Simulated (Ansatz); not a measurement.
# LiH under changes of volume

One of the cells (8.449 Å³/atom); the others are scaled copies at fixed shape and fractional positions:

```
Li H
1.0
     0.00000    2.03675    2.03675
     2.03675    0.00000    2.03675
     2.03675    2.03675    0.00000
Li H
1 1
Cartesian
  0.0000 0.0000 0.0000
  2.0368 2.0368 2.0368
```

- Program: Ansatz 0.2.0
- Functional: PBE
- Potentials or basis: Ansatz PAW
- Cutoff: 420 eV (not typed: the program's choice for these potentials)
- k mesh: 11 × 11 × 11
- Occupations: fermi-dirac, width 0.05 eV
- Spin: no spin polarisation

| volume (Å³/atom) | energy over the lowest point (meV/atom) | pressure (GPa) | gap on the mesh (eV) |
| --- | --- | --- | --- |
| 7.942 | ? | ? | ? |
| 8.111 | 0.00 | -0.3 | 3.18 |
| 8.280 | 0.69 | -1.0 | 3.20 |
| 8.449 | 2.11 | -1.7 | 3.21 |
| 8.618 | 4.16 | -2.2 | 3.21 |
| 8.787 | 6.82 | -2.8 | 3.22 |
| 8.956 | 10.01 | -3.3 | 3.23 |

What does the run at 7.942 Å³/atom give?

Energy over the lowest point 0.08 meV/atom; pressure 0.5 GPa; gap on the mesh 3.17 eV.

Worked out: A Birch-Murnaghan fit of order 3 (a polynomial in V^(-2/3)) to the other rows has its minimum at 8.04 Å³/atom, just outside them, with B0 = V·E''(V) = 37 GPa and B' = 3.5. It gives 0.09 meV/atom at 7.942 Å³/atom, against the run's 0.08, and -dE/dV = 0.5 GPa, against 0.5. A straight line through the other rows of the gap, of slope 0.448 eV per unit of ln V (its deformation potential), extrapolates to 3.18 eV, against the run's 3.17.

Energies are extrapolated to zero smearing.

Caveats: odd divisions of the mesh miss points on the zone boundary, where band edges often lie, so the gap on the mesh can be too wide.

A mesh can miss the band edges.
